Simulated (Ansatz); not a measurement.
# Ge (Fd-3m) in Ansatz: a series of runs

One crystal, Ge, is run at these levels: PBE, revPBE+D3(BJ), BLYP, RPBE; tasks: single point, relaxation of cell and atoms.

All numbers are computed with Ansatz 0.2.0; they aren't measurements. Logs are shortened: lines on timing, memory, paths and dates and some standing lists are left out, and cuts for length are marked.

**Measured values to compare with.**

“Electronic and optical properties of SixGe1-x-ySny alloys lattice-matched to Ge”, 2021, arxiv:2109.02782 reports, for a bulk crystal of Ge at 300 K: band gap 0.807 eV (direct).

How close the calculation comes is told below.

## (1) The structure

The structure is cubic, space group Fd-3m (No. 227). The conventional cell has a = 5.658 Å, b = 5.658 Å, c = 5.658 Å, α = 90.00°, β = 90.00°, γ = 90.00°. Around Ge (site symmetry -43m) lie 4 Ge at 2.45 Å.

## (2) Single point, PBE

Input file input.yaml:

```yaml
crystal:
  lattice:
    - [0.0, 2.82891, 2.82891]
    - [2.82891, 0.0, 2.82891]
    - [2.82891, 2.82891, 0.0]
  atoms:
    - { symbol: Ge, position: [0.75, 0.75, 0.75] }
    - { symbol: Ge, position: [0.5, 0.5, 0.5] }
kpoints:
  mp_grid: { grid: [8, 8, 8] }
scf:
  occupations: { method: gaussian, width: 0.012 }
hamiltonian:
  xc: pbe
  pseudopotentials: { kind: all_electron, lapw: { basis_error: 0.001 } }
output:
  forces: true
  stress: true
  eigenvalues: true
```

Potentials or basis: all-electron LAPW, scalar-relativistic.

On the command line:

```
ansatz run input.yaml --threads 1 --pin off --max-ram 3072MiB --backend cpu --events-out ev --progress --plain --runs-dir out
```

Log:

```text
Warning: RAYON_NUM_THREADS=1 ignored (pool sized by the plan → 1); use --threads N
LAPW: plane waves up to 9.112 Å⁻¹, error target 1.0e-3 eV per atom; small_component_spin mean_spin; Ge in spheres of 1.225 Å, 22 of its electrons in bands, Dirac shells [] (how accurate: hamiltonian.pseudopotentials.lapw.basis_error, Limitations)
Engine: ansatz 0.2.0, aarch64-unknown-linux-gnu
Pseudopotentials: kind: all_electron
Pseudopotential: Ge, LAPW, valence charge 22, lapw/all_electron/scalar/gaussian/Ge, Koelling and Harmon's equation, gaussian nucleus
Functional definition: PBE
  parameter kappa = 0.804
  parameter beta = 0.06672455060314922
  exchange = pbe_x(kappa = kappa, mu = beta*pi^2/3)
  correlation = pbe_c(beta = beta)
Crystal: 2 atoms, lattice volume = 45.278 Å³
Basis set: ecut = 316.31511116692195 eV, 561 PW (Γ), exchange–correlation at level 2
Bands: 27, of which v1, the nominal top of the filled ones, is band 22 counted from 1 (21 counted from 0)
Symmetry: 48 space group operations
Space group: Fd-3m (ITA 227), of the structure as read, at distance tolerance 3.6e-5 Å
k-points: 29 of 512
Non-local potential: Ge, projectors of the file, none
Initial density: superposition of atomic densities (chi_scale 0.1, normalization cell)
Initial wavefunctions: plane waves of lowest kinetic energy (no species holds an atomic orbital)
Functional: x = pbe(κ = 0.804, μ = 0.2195149727645171), c = pbe(β = 0.06672455060314922)
iter 1 solved again at ethr=9.87e-4 eV; its pass at ethr=1.00e-1 eV (dr2=4.34e-1 eV) is discarded
SCF iter   1: F=—  HF=-114232.656383 eV  |F-HF|=—  |Δ(HF+E_count)|=         —  Δρ=2.92e-2  dr2=4.36e-1  ethr=9.87e-4  ⟨swp⟩=2.1  Hψ=4817  notcnv=0
preconditioner: auto → none  [insulator: Δε(μ)=0.022 eV  Ē_g=24.292 eV  σ=0.012 eV  W_gap=0.77  n_scr=14 (ndim 8)  ℏωp=29.2 eV  f_vac=0.087  D(μ)=0.27/eV (n_scr^D=0)  ε∞_Penn≈2.4]
SCF iter   2: F=—  HF=-114232.588045 eV  |F-HF|=—  |Δ(HF+E_count)|=   6.83e-2  Δρ=1.32e-2  dr2=8.37e-2  ethr=9.87e-4  ⟨swp⟩=2.0  Hψ=2320  notcnv=0
iter 3 solved again at ethr=6.65e-7 eV; its pass at ethr=1.90e-4 eV (dr2=2.93e-4 eV) is discarded
SCF iter   3: F=—  HF=-114232.583065 eV  |F-HF|=—  |Δ(HF+E_count)|=   4.98e-3  Δρ=1.12e-3  dr2=2.94e-4  ethr=6.65e-7  ⟨swp⟩=2.7  Hψ=4006  notcnv=0
SCF iter   4: F=—  HF=-114232.579036 eV  |F-HF|=—  |Δ(HF+E_count)|=         —  Δρ=4.61e-4  dr2=5.67e-5  ethr=6.65e-7  ⟨swp⟩=3.0  Hψ=2495  notcnv=0
the basis was enlarged: its passes take 114.8 KiB over the memory plan, 1 of 1 planned eigensolver slots
SCF iter   5: F=—  HF=-114232.579125 eV  |F-HF|=—  |Δ(HF+E_count)|=   8.88e-5  Δρ=8.06e-5  dr2=1.97e-6  ethr=1.29e-7  ⟨swp⟩=3.0  Hψ=2332  notcnv=0
SCF iter   6: F=-114232.579131 eV  HF=-114232.579131 eV  |F-HF|=6.36e-8  |Δ(HF+E_count)|=   5.67e-6  Δρ=8.58e-6  dr2=2.77e-8  ethr=4.47e-9  ⟨swp⟩=3.0  Hψ=2293  notcnv=0
SCF 1 converged in 6 iterations: F = -114232.579131 eV  dr2 = 2.77e-8
SCF converged after 6 iterations
Free energy (F): -114232.579131 eV
Harris-Foulkes:  -114232.579131 eV  (|F-HF|=6.36e-8)
Internal energy: -114232.579126 eV  (E = F + TS)
E sigma→0 (E₀):  -114232.579128 eV
Entropy (-TS):   -0.000005 eV (-0.002 meV/atom)
Fermi energy:    10.006834 eV
--- Per-component energies (eV) ---
  E_band       = -2085.245534
  E_kinetic    = 116630.337857
  E_xc         = -4340.946829
  E_electrostatic = -226521.970154  (all electrons and nuclei)
  E_smearing   = -0.000005  (= −TS)
  E_closure    = 0.000000  (closes the sum)
  E_atoms      = -114223.599835  (free atoms, spherical and without spin; not in F)
  Σ components = -114232.579131   (vs F -114232.579131, Δ=0.00e0)
  Basis errors (estimates in eV, not in F): energy 4.4e-4 per atom: plane waves 3.9e-4 (2.3e-4 summed), levels above the bands 0.0e0, relativity 3.2e-8, radial functions 4.5e-5, core shells 2.1e-11; eigenvalues (radial functions only) 4.2e-7; not estimated: angular momenta, meshes, grids; target (lapw.basis_error) 1.0e-3; muffin-tin radii Ge 1.225 Å
--- Forces (eV/Å), atoms counted from 1 ---
  atom   1  Ge    -0.00000000     0.00000000     0.00000000
  atom   2  Ge    -0.00000000    -0.00000000    -0.00000000
  max |Σ_I F_I| component: 7.23e-19 eV/Å
--- Stress (GPa, compression-positive) ---
        3.551364       0.000000       0.000000
        0.000000       3.551364      -0.000000
        0.000000      -0.000000       3.551364
  P = ⅓ Tr σ = 3.5514 GPa (35.514 kbar)
--- Band table (eV; the first three rows and the last of 29) ---
  k-point 0: bands = ["-153.7916", "-153.7892", "-100.9237", "-100.9237", "-100.9237", "-100.9150", "-100.9150", "-100.9150", "-14.8253", "-14.8253", "-14.8253", "-14.7902", "-14.7902", "-14.5782", "-14.5782", "-14.5782", "-14.5659", "-14.5659", "-2.7845", "9.9870", "9.9870", "9.9870", "10.0229", "12.5381", "12.5381", "12.5381", "16.4144"]
  k-point 1: bands = ["-153.7915", "-153.7893", "-100.9238", "-100.9238", "-100.9235", "-100.9151", "-100.9149", "-100.9149", "-14.8335", "-14.8335", "-14.8228", "-14.7787", "-14.7787", "-14.5907", "-14.5907", "-14.5812", "-14.5552", "-14.5552", "-2.5942", "7.6339", "9.6521", "9.6521", "11.0286", "12.9863", "12.9863", "13.4758", "17.3421"]
  k-point 2: bands = ["-153.7913", "-153.7895", "-100.9239", "-100.9239", "-100.9232", "-100.9155", "-100.9147", "-100.9147", "-14.8436", "-14.8436", "-14.8167", "-14.7615", "-14.7615", "-14.6047", "-14.6047", "-14.5884", "-14.5447", "-14.5447", "-2.0421", "5.2719", "9.1048", "9.1048", "10.6606", "13.6173", "13.6173", "15.6230", "18.0115"]
  k-point 28: bands = ["-153.7904", "-153.7904", "-100.9248", "-100.9248", "-100.9193", "-100.9193", "-100.9139", "-100.9139", "-14.8731", "-14.8731", "-14.7315", "-14.7315", "-14.6830", "-14.6830", "-14.6507", "-14.6507", "-14.5116", "-14.5116", "1.2000", "1.2000", "6.0852", "6.0852", "14.3118", "14.3118", "14.7020", "14.7020", "21.0044"]
```

Run time: 7.9 s. Hardware: 1 thread of Arm Neoverse V1, shared host; peak memory 0.28 GiB.

What came out:

| Property | Result |
| --- | --- |
| Free energy | -114232.5791 eV |
| Pressure | 3.6 GPa |
| Band gap on the k mesh | 0.04 eV, direct |

Levels at points of the mesh, in eV from the valence-band top:
| k point | band 19 | band 20 | band 21 | band 22 | band 23 | band 24 | band 25 | band 26 |
| --- | --- | --- | --- | --- | --- | --- | --- | --- |
| (0.00, 0.00, 0.00) | -12.77 | 0.00 | 0.00 | 0.00 | 0.04 | 2.55 | 2.55 | 2.55 |
| (0.00, 0.00, -0.50) | -10.68 | -7.60 | -1.40 | -1.40 | 0.18 | 3.74 | 3.74 | 7.13 |
| (0.00, -0.50, -0.50) | -8.88 | -8.88 | -3.07 | -3.07 | 0.75 | 0.75 | 9.51 | 9.51 |

## (3) Relaxation of cell and atoms, revPBE+D3(BJ)

input.yaml, as its differences from that of step 2:

```diff
@@ -11,5 +11,6 @@
 scf:
-  occupations: { method: gaussian, width: 0.012 }
+  occupations: { method: fermi_dirac, width: 0.05 }
 hamiltonian:
-  xc: pbe
+  xc: revpbe
+  dispersion: d3bj
   pseudopotentials: { kind: all_electron, lapw: { basis_error: 0.001 } }
@@ -18,2 +19,5 @@
   stress: true
-  eigenvalues: true
+relax:
+  f_tol: 0.005
+  max_steps: 60
+  cell: {}
```

Potentials or basis: all-electron LAPW, scalar-relativistic.

On the command line:

```
ansatz run input.yaml --threads 1 --pin off --max-ram 3072MiB --backend cpu --events-out ev --progress --plain --runs-dir out
```

Log:

```text
Warning: RAYON_NUM_THREADS=1 ignored (pool sized by the plan → 1); use --threads N
The last accepted step is kept in <dir> (removed where the run ends without a failure and the disk answers)
LAPW: plane waves up to 9.463 Å⁻¹, error target 1.0e-3 eV per atom; small_component_spin mean_spin; Ge in spheres of 1.188 Å, 22 of its electrons in bands, Dirac shells [] (how accurate: hamiltonian.pseudopotentials.lapw.basis_error, Limitations)
[... 3 set-up lines as earlier in the session ...]
Functional definition: revPBE
  parameter kappa = 1.245
[... 3 set-up lines as earlier in the session ...]
Crystal: 2 atoms, lattice volume = 45.278 Å³
Basis set: ecut = 341.14447146331173 eV, 645 PW (Γ), exchange–correlation at level 2
Bands: 27, of which v1, the nominal top of the filled ones, is band 22 counted from 1 (21 counted from 0)
[... 2 set-up lines as earlier in the session ...]
k-points: 29 of 512
[... 3 set-up lines as earlier in the session ...]
Functional: x = revpbe(κ = 1.245, μ = 0.2195149727645171), c = pbe(β = 0.06672455060314922)
iter 1 solved again at ethr=9.68e-4 eV; its pass at ethr=1.00e-1 eV (dr2=4.26e-1 eV) is discarded
SCF iter   1: F=—  HF=-114241.921831 eV  |F-HF|=—  |Δ(HF+E_count)|=         —  Δρ=2.94e-2  dr2=4.28e-1  ethr=9.68e-4  ⟨swp⟩=2.1  Hψ=4834  notcnv=0
preconditioner: auto → Kerker (q_TF=auto, 2.715 Å⁻¹)  [metal: Δε(μ)=0.080 eV  Ē_g=24.309 eV  σ=0.050 eV  W_gap=0.34  n_scr=14 (ndim 8)  ℏωp=29.2 eV  f_vac=0.087  D(μ)=0.06/eV (n_scr^D=0)]
SCF iter   2: F=—  HF=-114241.903247 eV  |F-HF|=—  |Δ(HF+E_count)|=   1.86e-2  Δρ=2.09e-2  dr2=2.65e-1  ethr=9.68e-4  ⟨swp⟩=2.0  Hψ=2190  notcnv=0
preconditioner: auto → none  [insulator: Δε(μ)=0.220 eV  Ē_g=24.594 eV  σ=0.050 eV  W_gap=0.55  n_scr=14 (ndim 8)  ℏωp=29.2 eV  f_vac=0.100  D(μ)=0.06/eV (n_scr^D=0)  ε∞_Penn≈2.4]
iter 3 solved again at ethr=9.26e-6 eV; its pass at ethr=6.01e-4 eV (dr2=4.07e-3 eV) is discarded
SCF iter   3: F=—  HF=-114241.900532 eV  |F-HF|=—  |Δ(HF+E_count)|=   2.72e-3  Δρ=3.46e-3  dr2=4.06e-3  ethr=9.26e-6  ⟨swp⟩=2.0  Hψ=3918  notcnv=0
SCF iter   4: F=—  HF=-114241.867964 eV  |F-HF|=—  |Δ(HF+E_count)|=   3.26e-2  Δρ=1.47e-3  dr2=7.45e-4  ethr=9.24e-6  ⟨swp⟩=2.9  Hψ=2309  notcnv=0
[... 28 lines left out ...]
relax step   3: F+E_penalty+E_count = -114241.87101937 eV  Δ(F+E_penalty+E_count) = -6.813e-5 eV  max|allowed force component| = 3.180e-18 eV/Å  Δτ_max = 0.0000 Å  P = +0.005 GPa  Ω = 45.785 Å³  (3 SCF iters, accepted)
iter 1 solved again at ethr=5.43e-12 eV; its pass at ethr=1.00e-1 eV (dr2=2.39e-9 eV) is discarded
SCF iter   1: F=—  HF=-114241.871019 eV  |F-HF|=—  |Δ(HF+E_count)|=         —  Δρ=2.69e-6  dr2=2.39e-9  ethr=5.43e-12  ⟨swp⟩=5.2  Hψ=3786  notcnv=0
SCF iter   2: F=-114241.871019 eV  HF=-114241.871019 eV  |F-HF|=1.63e-9  |Δ(HF+E_count)|=   1.58e-8  Δρ=1.32e-6  dr2=1.20e-9  ethr=5.43e-12  ⟨swp⟩=3.0  Hψ=2498  notcnv=0
SCF 4 converged in 2 iterations: F = -114241.871019 eV  dr2 = 1.20e-9
relax step   4: F+E_penalty+E_count = -114241.87101895 eV  Δ(F+E_penalty+E_count) = +4.255e-7 eV  max|allowed force component| = 3.469e-18 eV/Å  Δτ_max = 0.0000 Å  P = +0.005 GPa  Ω = 45.785 Å³  stress off target by 5.09e-3 GPa  SCF on the basis re-selected at this cell (its energy is not comparable with the rows above)  (2 SCF iters)
basis re-selected at this cell: Δ(F+E_penalty+E_count) = +4.255e-7 eV, ΔP = +0.000 GPa vs the last step (what re-selecting the basis moved, after the strain that the cell walked since its last selection, with what the two solves' SCF thresholds leave and, on support functions, any second-order correction that the steps lacked; it is no measure of the basis error at this ecutwfc). This SCF's stress stands 5.09e-3 GPa from its target on what of the cell is left free (relax.cell.stress_tol is 5.00e-2 GPa) and its largest allowed force component is 3.47e-18 eV/Å (relax.f_tol is 5.00e-3 eV/Å): within both
SCF converged after 2 iterations
Free energy (F): -114241.871019 eV
Harris-Foulkes:  -114241.871019 eV  (|F-HF|=1.63e-9)
Internal energy: -114241.870374 eV  (E = F + TS)
E sigma→0 (E₀):  -114241.870697 eV
Entropy (-TS):   -0.000645 eV (-0.322 meV/atom)
Fermi energy:    9.951399 eV
--- Per-component energies (eV) ---
  E_band       = -2088.885260
  E_kinetic    = 116639.524886
  E_xc         = -4349.272872
  E_electrostatic = -226530.995200  (all electrons and nuclei)
  E_disp       = -1.127188  (pairwise vdW)
  E_smearing   = -0.000645  (= −TS)
  E_closure    = 0.000000  (closes the sum)
  E_atoms      = -114232.341562  (free atoms, spherical and without spin; not in F)
  Σ components = -114241.871019   (vs F -114241.871019, Δ=0.00e0)
  Basis errors (estimates in eV, not in F): energy 4.4e-4 per atom: plane waves 3.9e-4 (2.3e-4 summed), levels above the bands 4.5e-59, relativity 9.2e-8, radial functions 4.4e-5, core shells 1.5e-11; eigenvalues (radial functions only) 2.4e-7; not estimated: angular momenta, meshes, grids; target (lapw.basis_error) 1.0e-3; muffin-tin radii Ge 1.193 Å
--- Forces (eV/Å), atoms counted from 1 ---
  atom   1  Ge    -0.00000000    -0.00000000     0.00000000
  atom   2  Ge     0.00000000     0.00000000    -0.00000000
  max |Σ_I F_I| component: 5.78e-19 eV/Å
--- Stress (GPa, compression-positive) ---
        0.005087      -0.000000      -0.000000
       -0.000000       0.005087      -0.000000
       -0.000000      -0.000000       0.005087
  P = ⅓ Tr σ = 0.0051 GPa (0.051 kbar)
--- Relaxed structure (3 steps of the walk, 3 accepted, 1 SCFs on fresh bases) ---
  F+E_penalty+E_count = -114241.87101895 eV   max|allowed force component| = 3.469e-18 eV/Å   (the final SCF, on the basis selected at the relaxed cell)
  cell:  # Å, volume = 45.7854 Å³
    - [-1.019074406579118e-34, 2.8394385726226887, 2.8394385726226887]
    - [2.8394385726226887, 2.4839938660366e-34, 2.8394385726226887]
    - [2.8394385726226887, 2.8394385726226887, -1.4649194594574822e-34]
  atoms:
    - { symbol: Ge, position: [0.7499999999999998, 0.7499999999999998, 0.7499999999999998] }
    - { symbol: Ge, position: [0.49999999999999994, 0.49999999999999994, 0.49999999999999994] }
```

It took 21 s on 1 thread of Arm Neoverse V1, shared host; peak memory 0.31 GiB.

Results:

- Free energy: -114241.8710 eV
- Relaxed volume: 22.89 Å³/atom
- Relaxed cell: a = 4.016 Å, b = 4.016 Å, c = 4.016 Å, α = 60.00°, β = 60.00°, γ = 60.00°
- Space group after relaxing (to 0.05 Å): Fd-3m (No. 227)
- Energy gained by relaxing: 0.6 meV/atom
- Ionic steps: 4
- Pressure after relaxing: 0.0 GPa

The path:
```tsv
step	energy change (eV)	largest force (eV/Å)	volume (Å³)
1	0.0000	0.0000	45.28
2	-0.0011	0.0000	45.66
3	-0.0011	0.0000	45.79
4	-0.0011	0.0000	45.79
```

Final structure:
```
CELL_PARAMETERS angstrom
0.00000 2.83944 2.83944
2.83944 0.00000 2.83944
2.83944 2.83944 0.00000
ATOMIC_POSITIONS crystal
Ge 0.75000 0.75000 0.75000
Ge 0.50000 0.50000 0.50000
```

## (4) Relaxation of cell and atoms, BLYP

input.yaml, as its differences from that of step 3:

```diff
@@ -13,4 +13,3 @@
 hamiltonian:
-  xc: revpbe
-  dispersion: d3bj
+  xc: blyp
   pseudopotentials: { kind: all_electron, lapw: { basis_error: 0.001 } }
@@ -20,3 +19,3 @@
 relax:
-  f_tol: 0.005
+  f_tol: 0.02
   max_steps: 60
```

On the command line:

```
ansatz run input.yaml --threads 1 --pin off --max-ram 3072MiB --backend cpu --events-out ev --progress --plain --runs-dir out
```

Wall time 27 s (1 thread of Arm Neoverse V1, shared host); peak memory 0.3 GiB.

Results (log left out):

| Property | Result |
| --- | --- |
| Free energy | -114253.1004 eV |
| Relaxed volume | 25.49 Å³/atom |
| Relaxed cell | a = 4.162 Å, b = 4.162 Å, c = 4.162 Å, α = 60.00°, β = 60.00°, γ = 60.00° |
| Space group after relaxing (to 0.05 Å) | Fd-3m (No. 227) |
| Energy gained by relaxing | 58.4 meV/atom |
| Ionic steps | 5 |
| Pressure after relaxing | 0.0 GPa |

The path:
```tsv
step	energy change (eV)	largest force (eV/Å)	volume (Å³)
1	0.0000	0.0000	45.28
2	-0.1087	0.0000	49.34
3	-0.1165	0.0000	50.64
4	-0.1168	0.0000	50.99
5	-0.1168	0.0000	50.99
```

Final structure:
```
Ge
1.0
     0.00000    2.94310    2.94310
     2.94310    0.00000    2.94310
     2.94310    2.94310    0.00000
Ge
2
Direct
  0.75000 0.75000 0.75000
  0.50000 0.50000 0.50000
```

Caveat: the volume moved by +13 % from the deposited cell, more than functionals usually miss.

(Continued in part 2 of 2.)
